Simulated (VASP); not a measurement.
# PtSe2 (Fm-3m) in VASP: a series of runs

The runs below take PtSe2 through single point, with PBEsol, HSE06.

Everything below comes from runs of VASP 6.6.1. Logs are shortened: lines on timing, memory, paths and dates and some standing lists are left out, and cuts for length are marked.

## 1. The crystal as given

It takes space group Fm-3m (No. 225, cubic). Conventional cell: a = 6.262 Å, b = 6.262 Å, c = 6.262 Å, α = 90.00°, β = 90.00°, γ = 90.00°. Around Pt (site symmetry m-3m) lie 8 Se at 2.71 Å. Around Se (site symmetry -43m) lie 4 Pt at 2.71 Å.

The cell was built by a generator and needn't be a form met in nature.

## 2. Single point, PBEsol

Input file INCAR:

```
PREC = Accurate
ENCUT = 520
EDIFF = 1E-6
ISMEAR = -1
SIGMA = 0.02
LREAL = F
LASPH = T
NELM = 80
ALGO = Normal
ISIF = 2
LWAVE = F
LCHARG = T
GGA = PS
LELF = T
LVHAR = T
NBANDS = 18
```

Input file KPOINTS:

```
regular mesh
0
Gamma
  6 6 6
```

Input file POSCAR:

```
PtSe2
1.0
    0.0000000000      3.1308957811      3.1308957811
    3.1308957811      0.0000000000      3.1308957811
    3.1308957811      3.1308957811      0.0000000000
Pt Se
1 2
Direct
    0.0000000000      0.0000000000      0.0000000000
    0.2500000000      0.2500000000      0.2500000000
    0.7500000000      0.7500000000      0.7500000000
```

Potentials or basis: VASP PAW PBE potentials, release 64 (Pt, Se).

Run with:

```
$ cat potpaw_PBE.64/Pt/POTCAR potpaw_PBE.64/Se/POTCAR > POTCAR
$ mpirun -np 1 vasp_std > vasp.out
```

OUTCAR:

```text
PREC = Accurate
   ENCUT = 520
   EDIFF = 1E-6
   ISMEAR = -1
   LREAL = F
   LASPH = T
   NELM = 80
   ISIF = 2
   GGA = PS

 ion  position               nearest neighbor table
   1  0.000  0.000  0.000-   3 2.71   3 2.71   3 2.71   2 2.71   3 2.71   2 2.71   2 2.71   2 2.71

   2  0.250  0.250  0.250-   1 2.71   1 2.71   1 2.71   1 2.71
   3  0.750  0.750  0.750-   1 2.71   1 2.71   1 2.71   1 2.71

  LATTYP: Found a face centered cubic cell.
 ALAT       =     6.2617915622

  Lattice vectors:

 A1 = (   0.0000000000,   3.1308957811,   3.1308957811)
 A2 = (   3.1308957811,   0.0000000000,   3.1308957811)
 A3 = (   3.1308957811,   3.1308957811,   0.0000000000)

Analysis of symmetry for initial positions (statically):
=====================================================================
 Subroutine PRICEL returns:
 Original cell was already a primitive cell.

 Routine SETGRP: Setting up the symmetry group for a
 face centered cubic supercell.

 Subroutine GETGRP returns: Found 48 space group operations
 (whereof 48 operations were pure point group operations)
 out of a pool of 48 trial point group operations.

The static configuration has the point symmetry O_h .

Analysis of symmetry for dynamics (positions and initial velocities):
=====================================================================
 Subroutine PRICEL returns:
 Original cell was already a primitive cell.

 Routine SETGRP: Setting up the symmetry group for a
 face centered cubic supercell.

 Subroutine GETGRP returns: Found 48 space group operations
 (whereof 48 operations were pure point group operations)
 out of a pool of 48 trial point group operations.

The dynamic configuration has the point symmetry O_h .

 Subroutine INISYM returns: Found 48 space group operations
 (whereof 48 operations are pure point group operations),
 and found     1 'primitive' translations

----------------------------------------------------------------------------------------

                                     Primitive cell

  volume of cell :      61.3813

  direct lattice vectors                    reciprocal lattice vectors
     0.000000000  3.130895781  3.130895781    -0.159698704  0.159698704  0.159698704
     3.130895781  0.000000000  3.130895781     0.159698704 -0.159698704  0.159698704
     3.130895781  3.130895781  0.000000000     0.159698704  0.159698704 -0.159698704

  length of vectors
     4.427755276  4.427755276  4.427755276     0.276606270  0.276606270  0.276606270

  position of ions in fractional coordinates (direct lattice)
     0.000000000  0.000000000  0.000000000
     0.250000000  0.250000000  0.250000000
     0.750000000  0.750000000  0.750000000

  ion indices of the primitive-cell ions
   primitive index   ion index
                 1           1
                 2           2
                 3           3

----------------------------------------------------------------------------------------

 KPOINTS: regular mesh

Automatic generation of k-mesh.
 Grid dimensions read from file:
 generate k-points for:    6    6    6

 Generating k-lattice:

  Cartesian coordinates                     Fractional coordinates (reciprocal lattice)
    -0.026616451  0.026616451  0.026616451     0.166666667  0.000000000  0.000000000
     0.026616451 -0.026616451  0.026616451     0.000000000  0.166666667  0.000000000
     0.026616451  0.026616451 -0.026616451     0.000000000  0.000000000  0.166666667

  Length of vectors
     0.046101045  0.046101045  0.046101045

  Shift w.r.t. Gamma in fractional coordinates (k-lattice)
     0.000000000  0.000000000  0.000000000

 Subroutine IBZKPT returns following result:
 ===========================================

 Found     16 irreducible k-points:

 Following reciprocal coordinates:
            Coordinates               Weight
  0.000000  0.000000  0.000000      1.000000
  0.166667  0.000000  0.000000      8.000000
  0.333333  0.000000  0.000000      8.000000
  0.500000  0.000000  0.000000      4.000000
  0.166667  0.166667  0.000000      6.000000
  0.333333  0.166667  0.000000     24.000000
[... 8 lines left out ...]
 -0.333333  0.333333  0.166667     24.000000
 -0.333333  0.500000  0.166667     12.000000
   k-points           NKPTS =     16   k-points in BZ     NKDIM =     16   number of bands    NBANDS=     18
   number of dos      NEDOS =    301   number of ions     NIONS =      3
   total plane-waves  NPLWV =  46656
   dimension x,y,z NGX =    36 NGY =   36 NGZ =   36
   dimension x,y,z NGXF=    72 NGYF=   72 NGZF=   72
   ions per type =               1   2
   NGX,Y,Z   is equivalent  to a cutoff of  13.52, 13.52, 13.52 a.u.
   NGXF,Y,Z  is equivalent  to a cutoff of  27.03, 27.03, 27.03 a.u.
 SYSTEM =  unknown system
   PREC   = accura    normal or accurate (medium, high low for compatibility)
   ISTART =      0    job   : 0-new  1-cont  2-samecut
   ICHARG =      2    charge: 1-file 2-atom 10-const
   ISPIN  =      1    spin polarized calculation?
   LNONCOLLINEAR =      F non collinear calculations
   LSORBIT =      F    spin-orbit coupling
   LASPH  =      T    aspherical Exc in radial PAW
   ENCUT  =  520.0 eV  38.22 Ry    6.18 a.u.   8.23  8.23  8.23*2*pi/ulx,y,z
   NELM   =     80;   NELMIN=  2; NELMDL= -5     # of ELM steps
   EDIFF  = 0.1E-05   stopping-criterion for ELM
   LREAL  =      F    real-space projection
   EDIFFG = 0.1E-04   stopping-criterion for IOM
   NSW    =      0    number of steps for IOM
   IBRION =     -1    ionic relax: 0-MD 1-quasi-New 2-CG
   NFREE  =      0    steps in history (QN), initial steepest desc. (CG)
   ISIF   =      2    stress and relaxation
   ISYM   =      2    0-nonsym 1-usesym 2-fastsym
   POTIM  = 0.5000    time-step for ionic-motion
   TEBEG  =    0.0;   TEEND  =   0.0 temperature during run
   PSTRESS=    0.0 pullay stress
   NELECT =      22.0000    total number of electrons
   NUPDOWN=      -1.0000    fix difference up-down
   EMIN   =  10.00;   EMAX   =-10.00  energy-range for DOS
   EFERMI =   0.00;   METHOD = LEGACY
   ISMEAR =    -1;   SIGMA  =   0.02  broadening in eV -4-tet -1-fermi 0-gaus
   EFERMI_NEDOS =   21; number of points for ismear=-14 and -15
   IALGO  =     38    algorithm
   IMIX   =      4    mixing-type and parameters
     AMIX     =   0.40;   BMIX     =  1.00
     AMIX_MAG =   1.60;   BMIX_MAG =  1.00
  volume/ion in A,a.u.               =      20.46       138.07
  Fermi-wavevector in a.u.,A,eV,Ry     =   1.162886  2.197536 18.399209  1.352304
  Thomas-Fermi vector in A             =   2.299442
   LORBIT       =      0    0 simple, 1 ext, 2 COOP (PROOUT), +10 PAW based schemes
   GGA     = PS    functional components
   LHFCALC =     F    Hartree Fock is set to
   AEXX    =    0.0000 exact exchange contribution
   IVDW    =     0    specifies the selected vdW correction
   LEPSILON=     F    determine dielectric tensor
   LRPA    =     F    only Hartree local field effects (RPA)
 non-spin polarized calculation
  energy-cutoff  :      520.00
  volume of cell :       61.38
 maximum number of plane-waves:      1676
 NGX is ok and might be reduce to    36
   NGX = 17   NGY = 17   NGZ = 17

 number of electron      22.0000000 magnetization

 Free energy of the ion-electron system (eV)
  ---------------------------------------------------
  ext. energy  EPLUGINS =         0.00000000
  ---------------------------------------------------
  free energy    TOTEN  =       -14.48767676 eV

  energy without entropy =      -14.48245468  energy(sigma->0) =      -14.48506572

 E-fermi :   6.8114     XC(G=0): -10.8380

 val. band max:        6.7954688520   @ k =   0.1667   0.0000   0.0000
 cond. band min:       6.8383454916   @ k =  -0.1667   0.1667   0.0000
 fundamental gap:      0.0428766396
 Fermi energy:         6.8113664607

 k-point     1 :       0.0000    0.0000    0.0000
  band No.  band energies     occupation
      1      -9.4010      2.00000
      2      -5.4469      2.00000
      3      -0.0755      2.00000
      4      -0.0755      2.00000
      5      -0.0755      2.00000
      6       2.8272      2.00000
[... 10 lines left out ...]
     17       9.9310      0.00000
     18      13.8448      0.00000

 k-point     2 :       0.1667    0.0000    0.0000
  band No.  band energies     occupation
      1      -9.1683      2.00000
      2      -5.8520      2.00000
      3       0.0805      2.00000
      4       0.0805      2.00000
      5       0.5930      2.00000
      6       2.6651      2.00000
[... 10 lines left out ...]
     17      11.2281      0.00000
     18      15.0276      0.00000

 k-point     3 :       0.3333    0.0000    0.0000
  band No.  band energies     occupation
      1      -8.5331      2.00000
      2      -6.6877      2.00000
      3       0.4310      2.00000
      4       0.4310      2.00000
      5       1.8205      2.00000
      6       2.0194      2.00000
[... 10 lines left out ...]
     17      13.2610      0.00000
     18      16.5412      0.00000

 k-point     4 :       0.5000    0.0000    0.0000
  band No.  band energies     occupation
      1      -7.8068      2.00000
      2      -7.4638      2.00000
      3       0.6203      2.00000
      4       0.6203      2.00000
      5       1.0936      2.00000
      6       2.9595      2.00000
[... 207 lines left out ...]
      4       0.0789      2.00000
      5       0.9098      2.00000
      6       2.0685      2.00000
[... 10 lines left out ...]
     17      14.5845      0.00000
     18      15.2879      0.00000

 k-point    15 :      -0.3333    0.3333    0.1667
  band No.  band energies     occupation
      1      -7.5237      2.00000
      2      -7.4289      2.00000
      3      -0.6357      2.00000
      4      -0.0612      2.00000
      5       1.2816      2.00000
      6       1.9060      2.00000
[... 10 lines left out ...]
     17      14.9824      0.00000
     18      15.6154      0.00000

 k-point    16 :      -0.3333    0.5000    0.1667
  band No.  band energies     occupation
      1      -7.6245      2.00000
      2      -7.1884      2.00000
      3      -1.2411      2.00000
      4       0.0974      2.00000
      5       1.4018      2.00000
      6       1.9436      2.00000
[... 10 lines left out ...]
     17      15.1278      0.00000
     18      16.1038      0.00000

------------------------ aborting loop because EDIFF is reached ----------------------------------------

  FORCE on cell =-STRESS in cart. coord.  units (eV):
  Direction    XX          YY          ZZ          XY          YZ          ZX
  --------------------------------------------------------------------------------------
  -------------------------------------------------------------------------------------
  Total       -1.3103795     -1.3103795     -1.3103795     -0.0000000     -0.0000000      0.0000000
  in kB      -34.2036016    -34.2036016    -34.2036016     -0.0000000     -0.0000000      0.0000000
  external PRESSURE =     -34.2036016 kB  Pullay stress =       0.0000000 kB

 VOLUME and BASIS-vectors are now :
 -----------------------------------------------------------------------------
  energy-cutoff  :      520.00
  volume of cell :       61.38
      direct lattice vectors                 reciprocal lattice vectors
     0.000000000  3.130895781  3.130895781    -0.159698704  0.159698704  0.159698704
     3.130895781  0.000000000  3.130895781     0.159698704 -0.159698704  0.159698704
     3.130895781  3.130895781  0.000000000     0.159698704  0.159698704 -0.159698704

 POSITION                                       TOTAL-FORCE (eV/Angst)
 -----------------------------------------------------------------------------------
      0.00000      0.00000      0.00000        -0.000000     -0.000000     -0.000000
      1.56545      1.56545      1.56545        -0.000000     -0.000000     -0.000000
      4.69634      4.69634      4.69634         0.000000      0.000000      0.000000
 -----------------------------------------------------------------------------------
    total drift:                               -0.000000      0.000000      0.000000

  FREE ENERGIE OF THE ION-ELECTRON SYSTEM (eV)
  ---------------------------------------------------
  free  energy   TOTEN  =       -14.4876767565 eV

  energy  without entropy=      -14.4824546803  energy(sigma->0) =      -14.48506572
```

Wall time 12 s (1 thread of Intel Xeon 6975P-C (Granite Rapids), shared host); peak memory 0.2 GiB.

What came out:

- Free energy: -14.4877 eV
- Pressure: -3.4 GPa
- Band gap on the k mesh: none (metal or under the smearing width)

Caveat: the PAW data sets were made with another functional, which shifts forces and pressure a little.

## 3. Single point, HSE06

POSCAR is that of step 2.

Input file INCAR.step1:

```
SYSTEM = PtSe2
PREC = Accurate
ENCUT = 520
EDIFF = 1E-5
ISMEAR = -1
SIGMA = 0.05
LREAL = .False.
LASPH = .True.
NELM = 100
ALGO = Normal
ISIF = 2
LWAVE = .True.
LCHARG = .False.
GGA = PE
NBANDS = 18
```

Input file INCAR.step2:

```
SYSTEM = PtSe2
PREC = Accurate
ENCUT = 520
EDIFF = 1E-6
ISMEAR = -1
SIGMA = 0.05
LREAL = .False.
LASPH = .True.
NELM = 100
ALGO = Normal
ISIF = 2
LWAVE = .False.
LCHARG = .False.
GGA = PE
LHFCALC = .True.
HFSCREEN = 0.2079
PRECFOCK = Normal
ISTART = 1
NBANDS = 18
```

Input file KPOINTS:

```
Automatic mesh
0
Gamma
  4 4 4
  0 0 0
```

Potentials or basis: VASP PAW PBE potentials, release 64 (Pt, Se).

Run with:

```
$ cat potpaw_PBE.64/Pt/POTCAR potpaw_PBE.64/Se/POTCAR > POTCAR
$ cp INCAR.step1 INCAR
$ mpirun -np 1 vasp_std > vasp.out
$ cp INCAR.step2 INCAR
$ mpirun -np 1 vasp_std > vasp.out
```

OUTCAR:

```text
SYSTEM = PtSe2
   PREC = Accurate
   ENCUT = 520
   EDIFF = 1E-6
   ISMEAR = -1
   LREAL = .False.
   LASPH = .True.
   NELM = 100
   ISIF = 2
   GGA = PE
   LHFCALC = .True.
   HFSCREEN = 0.2079
   PRECFOCK = Normal
   ISTART = 1

 ion  position               nearest neighbor table
   1  0.000  0.000  0.000-   3 2.71   3 2.71   3 2.71   2 2.71   3 2.71   2 2.71   2 2.71   2 2.71

[... 354 lines left out ...]

------------------------ aborting loop because EDIFF is reached ----------------------------------------

  FORCE on cell =-STRESS in cart. coord.  units (eV):
  Direction    XX          YY          ZZ          XY          YZ          ZX
  --------------------------------------------------------------------------------------
  -------------------------------------------------------------------------------------
  Total       -0.9392740     -0.9392740     -0.9392740      0.0000000     -0.0000000      0.0000000
  in kB      -24.5169843    -24.5169843    -24.5169843      0.0000000     -0.0000000      0.0000000
  external PRESSURE =     -24.5169843 kB  Pullay stress =       0.0000000 kB

 VOLUME and BASIS-vectors are now :
 -----------------------------------------------------------------------------
  energy-cutoff  :      520.00
  volume of cell :       61.38
      direct lattice vectors                 reciprocal lattice vectors
     0.000000000  3.130895781  3.130895781    -0.159698704  0.159698704  0.159698704
     3.130895781  0.000000000  3.130895781     0.159698704 -0.159698704  0.159698704
     3.130895781  3.130895781  0.000000000     0.159698704  0.159698704 -0.159698704

 POSITION                                       TOTAL-FORCE (eV/Angst)
 -----------------------------------------------------------------------------------
      0.00000      0.00000      0.00000         0.000000      0.000000     -0.000000
      1.56545      1.56545      1.56545        -0.000000     -0.000000     -0.000000
      4.69634      4.69634      4.69634         0.000000      0.000000      0.000000
 -----------------------------------------------------------------------------------
    total drift:                                0.000000      0.000001      0.000001

  FREE ENERGIE OF THE ION-ELECTRON SYSTEM (eV)
  ---------------------------------------------------
  free  energy   TOTEN  =       -15.2946710515 eV

  energy  without entropy=      -15.2649770333  energy(sigma->0) =      -15.27982404
```

OSZICAR.step1:

```text
N       E                     dE             d eps       ncg     rms          rms(c)
DAV:   1     0.103979246675E+03    0.10398E+03   -0.10016E+04   296   0.108E+03
DAV:   2    -0.841758317634E+01   -0.11240E+03   -0.10948E+03   344   0.203E+02
DAV:   3    -0.133213147635E+02   -0.49037E+01   -0.47817E+01   342   0.416E+01
DAV:   4    -0.133647639330E+02   -0.43449E-01   -0.43427E-01   332   0.413E+00
DAV:   5    -0.133653446515E+02   -0.58072E-03   -0.58069E-03   336   0.446E-01    0.116E+01
DAV:   6    -0.131891321682E+02    0.17621E+00   -0.43090E+00   302   0.154E+01    0.926E+00
DAV:   7    -0.128897808107E+02    0.29935E+00   -0.81050E-01   298   0.782E+00    0.477E+00
DAV:   8    -0.128930556971E+02   -0.32749E-02   -0.11943E-01   302   0.208E+00    0.100E+00
DAV:   9    -0.128799915305E+02    0.13064E-01   -0.31456E-02   296   0.145E+00    0.368E-01
DAV:  10    -0.128811145653E+02   -0.11230E-02   -0.25268E-03   316   0.369E-01    0.250E-01
DAV:  11    -0.128800587380E+02    0.10558E-02   -0.41064E-03   308   0.511E-01    0.615E-02
DAV:  12    -0.128800405615E+02    0.18176E-04   -0.30618E-04   308   0.111E-01    0.544E-02
DAV:  13    -0.128800332932E+02    0.72683E-05   -0.65430E-06   220   0.145E-02
   1 F= -.12880033E+02 E0= -.12863049E+02  d E =-.339693E-01
```

Wall time 12 min (1 thread of Intel Xeon 6975P-C (Granite Rapids), shared host); peak memory 0.31 GiB.

What came out:

```
Free energy            : -15.2947 eV
Pressure               : -2.5 GPa
Band gap on the k mesh : none (metal or under the smearing width)
```

Levels at points of the mesh, in eV from the Fermi level:
```csv
k point,band 9,band 10,band 11,band 12,band 13,band 14
"(0.00, 0.00, 0.00)",-1.64,-1.64,0.01,0.01,0.01,2.21
"(0.50, 0.00, 0.00)",-4.37,-4.30,-3.02,0.15,0.15,5.17
"(0.50, 0.50, 0.00)",-4.60,-3.25,0.54,1.45,1.45,2.09
```

Caveat: the k mesh is coarse (spacing up to 0.43 Å⁻¹), so the values aren't converged, least of all with exact exchange; the PAW data sets were made with another functional, which shifts forces and pressure a little.
